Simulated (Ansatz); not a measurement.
All numbers below come from Ansatz 0.2.0, DFT PBE, scalar-relativistic, plane waves, PAW. Settings: cutoff 420 eV, Γ-centred meshes spaced at most about 0.3 Å⁻¹, and about 0.25 Å⁻¹ or finer for metals (2π included), Gaussian smearing. No spin polarisation in the final relaxations.

These are static total energies at zero pressure.

Compare these two cells of GaN, each relaxed at this level.

A.

```yaml
crystal:
  lattice:
    - [2.99203, 0.00000, 0.00000]
    - [-1.49601, 2.59117, 0.00000]
    - [0.00000, 0.00000, 5.27556]
  atoms:
    - { symbol: Ga, position: [0.33333, 0.66667, 0.75000] }
    - { symbol: Ga, position: [0.66667, 0.33333, 0.25000] }
    - { symbol: N, position: [0.00000, 0.00000, 0.00000] }
    - { symbol: N, position: [0.00000, 0.00000, 0.50000] }
```

B.

```yaml
crystal:
  lattice:
    - [3.01380, 0.00000, 0.00000]
    - [-1.50690, 2.61003, 0.00000]
    - [0.00000, 0.00000, 10.02226]
  atoms:
    - { symbol: Ga, position: [0.33333, 0.66667, 0.87711] }
    - { symbol: Ga, position: [0.66667, 0.33333, 0.12289] }
    - { symbol: Ga, position: [0.66667, 0.33333, 0.37711] }
    - { symbol: Ga, position: [0.33333, 0.66667, 0.62289] }
    - { symbol: N, position: [0.66667, 0.33333, 0.75000] }
    - { symbol: N, position: [0.00000, 0.00000, 0.00000] }
    - { symbol: N, position: [0.33333, 0.66667, 0.25000] }
    - { symbol: N, position: [0.00000, 0.00000, 0.50000] }
```

**Question.** Which is lower in energy, and by how much?

**Answer.** B is lower, by 0.32 eV/atom. A has the anti-nickel arsenide type, space group P6_3/mmc (No. 194), 10.2 Å³/atom and no gap on its mesh; B has space group P6_3/mmc (No. 194), 9.9 Å³/atom and a gap of 1.07 eV. The denser one is the lower, and pressure would at first widen the difference. Even the lower one lies +0.09 eV/atom against the reference forms of the elements (uncorrected), a margin that errors in the energy of the gaseous reference can exceed. In A, Ga is surrounded by 6 N at 2.17 Å; N is surrounded by 6 Ga at 2.17 Å. In B, Ga has 6 N at 2.13–2.16 Å and 1 Ga at 2.55 Å; N on a site of symmetry -6m2 is surrounded by 6 Ga at 2.16 Å; around N on a site of symmetry -3m lie 6 Ga at 2.13 Å. Both come from invented guesses. The part of the Crystallography Open Database at hand lists GaN in space groups No. 186, 225; no cell shown has one of them.

Kohn–Sham gaps at this level usually fall short of measured ones. The zero gap of P6_3/mmc at 10.2 Å³/atom may come from the functional, which often closes small gaps. Cells relaxed within their symmetry can be saddle points.
